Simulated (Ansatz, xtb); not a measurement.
## Relative energy of two isomers of C5H5N

We compare a, `c1ccncc1`, a singlet, with b, `C=CC(=C)C#N`, a singlet. Both are isolated molecules in the gas phase, relaxed with PBE-D3(BJ)/def2-SVP; the shapes shown needn't be the lowest conformers.

a (Å):

```yaml
atoms:
  - { symbol: C, position_ang: [0.0992, 0.9062, -0.5584] }
  - { symbol: C, position_ang: [-0.0138, -0.4499, -0.2192] }
  - { symbol: C, position_ang: [-0.5069, -0.7811, 1.0543] }
  - { symbol: C, position_ang: [-0.7648, 1.4238, 1.6328] }
  - { symbol: C, position_ang: [-0.2848, 1.8668, 0.3885] }
  - { symbol: N, position_ang: [-0.8777, 0.1288, 1.9695] }
  - { symbol: H, position_ang: [0.4807, 1.2098, -1.5456] }
  - { symbol: H, position_ang: [0.2744, -1.2414, -0.9274] }
  - { symbol: H, position_ang: [-0.6069, -1.8415, 1.3498] }
  - { symbol: H, position_ang: [-1.0749, 2.1577, 2.3988] }
  - { symbol: H, position_ang: [-0.2151, 2.9432, 0.1703] }
```

b (Å):

```xyz
11

C    -0.6002    0.3262    2.5466
C    -0.6680    1.2296    1.5466
C    -0.3438    0.9572    0.1383
C    -0.4272    1.9024   -0.8380
C     0.0795   -0.3789   -0.2008
N     0.4207   -1.4746   -0.4455
H    -0.2848   -0.7133    2.3607
H    -0.8590    0.6032    3.5790
H    -0.9862    2.2651    1.7543
H    -0.7492    2.9252   -0.5900
H    -0.1793    1.6740   -1.8838
```

Task: Which of the two would you expect CCSD(T)/def2-SVP + ΔMP2/def2-TZVPP electronic energies to favour?

Result: Structure a; the calculation gives E(b) − E(a) = +26.7 kcal/mol.

How the difference moves with the method:

```
                             level             geometry  E(b) − E(a) (kcal/mol)  departure from the last row (kcal/mol)  job, with rough time for the two
                          GFN2-xTB             GFN2-xTB                     +49.5                                   +22.8               optimisation, 0.1 s
                         HF/STO-3G             GFN2-xTB                     +42.9                                   +16.2              single point, 0.87 s
                r2SCAN-D4/def2-SVP             GFN2-xTB                     +38.8                                   +12.1               single point, 3.8 s
               PBE-D3(BJ)/def2-SVP  PBE-D3(BJ)/def2-SVP                     +37.8                                   +11.1                optimisation, 17 s
                       HF/def2-SVP  PBE-D3(BJ)/def2-SVP                     +30.0                                    +3.3           part of the CCSD(T) run
                      MP2/def2-SVP  PBE-D3(BJ)/def2-SVP                     +29.6                                    +2.9           part of the CCSD(T) run
                  CCSD(T)/def2-SVP  PBE-D3(BJ)/def2-SVP                     +26.1                                    −0.6                      single point
CCSD(T)/def2-SVP + ΔMP2/def2-TZVPP  PBE-D3(BJ)/def2-SVP                     +26.7                                                        single point, 40 s
```

As drawn, b has 2 C=C, 2 C–C, 1 C≡N in place of 4 C∷C, 2 C∷N (∷ is an aromatic bond). Structure a has a 6-membered ring (with an aromatic ring), b no ring.

None of the levels shown reverses the order. The largest departure from CCSD(T)/def2-SVP + ΔMP2/def2-TZVPP is that of GFN2-xTB, 22.8 kcal/mol. The last row adds to CCSD(T) the change of the MP2 difference between the two basis sets, here +0.6 kcal/mol.

With harmonic frequencies from PBE-D3(BJ)/def2-SVP (ideal gas, rigid rotor, one conformer each, 298.15 K, 1 atm): on the last row, ΔE + ΔZPE = +23.8, ΔH = +24.9, ΔG = +22.0 kcal/mol.

The correlated steps freeze 6 core orbitals. Run with Ansatz 0.2.0, xtb 6.7.1; the last row on 2 threads of Arm Neoverse V1 on a shared host.
